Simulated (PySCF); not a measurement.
This PySCF input asks for the NMR shieldings of SMILES CCCS, C₃H₈S; the geometry comes from GFN2-xTB.

```python
import basis_set_exchange as bse
import numpy as np
from pyscf import gto, dft
from pyscf.prop import nmr

atoms = """
C    -1.566486   -0.177860   -0.019578
C    -0.089626   -0.543743    0.069791
C     0.791323    0.637959   -0.301112
S     2.570097    0.227043   -0.229023
H    -1.826707    0.124050   -1.031460
H    -1.798114    0.644799    0.653616
H    -2.182438   -1.030393    0.255166
H     0.127395   -1.376885   -0.601909
H     0.145077   -0.865777    1.087779
H     0.616999    1.490799    0.355704
H     0.619857    0.944982   -1.332618
H     2.593822   -0.075661    1.067616
"""
names = dict.fromkeys(["C", "S", "H"], "pcSseg-1")
basis = {el: gto.basis.parse(bse.get_basis(n, elements=[el], fmt="nwchem")) for el, n in names.items()}
mol = gto.M(atom=atoms, basis=basis, charge=0, verbose=0)
mf = dft.RKS(mol, xc="PBE0")
mf.grids.level = 2
mf.grids.alignment = dft.numint.BLKSIZE   # the property module wants whole blocks of grid points
mf.conv_tol = 1e-9
mf.kernel()

calc = nmr.RKS(mf)   # GIAO
C = mf.mo_coeff
Co = C[:, mf.mo_occ > 0]
resp = mf.gen_response(singlet=True, hermi=2)
def vind(x):   # induced exchange potential for any number of trial vectors
    d = np.einsum("pi,xij,qj->xpq", C, 2 * x.reshape(-1, C.shape[1], Co.shape[1]), Co, optimize=True)
    return np.einsum("xpq,pi,qj->xij", resp(d - d.transpose(0, 2, 1)), C, Co, optimize=True).ravel()
mo1, _ = nmr.rhf.solve_mo1(calc, with_cphf=vind)
sigma = calc.kernel(mo1)
for i, s in enumerate(sigma):   # ppm
    print("%2d %-2s %9.2f" % (i, mol.atom_pure_symbol(i), np.trace(s) / 3))
```

Question: Give the expected output.

Answer: 
```
 0 C     170.33
 1 C     151.33
 2 C     153.23
 3 S     578.34
 4 H      30.82
 5 H      30.82
 6 H      30.46
 7 H      29.89
 8 H      30.45
 9 H      29.05
10 H      29.79
11 H      30.32
```

These numbers come from an equivalent density-fitted implementation of the same equations, which agrees with the script to about 0.01 ppm for H and up to a few tenths of a ppm for heavy atoms, so last digits may differ.

Question: Turn these shieldings into chemical shifts. δ = σ(ref) − σ, references computed at the same level: 13C (186.93 ppm) and 1H (31.72 ppm) vs TMS; 33S (503.73 ppm) vs CS2.

Answer: Averaging equivalent atoms: C 1: 35.6; C 2: 33.7; C 0: 16.6; S 3: -75; H 9/10: 2.30; H 7/8: 1.54; H 11: 1.40; H 4/5/6: 1.01 ppm. 

Size and cost of the density-fitted run: 115 basis functions, 8.1 s wall time on 1 thread of an Arm Neoverse V1, shared host.
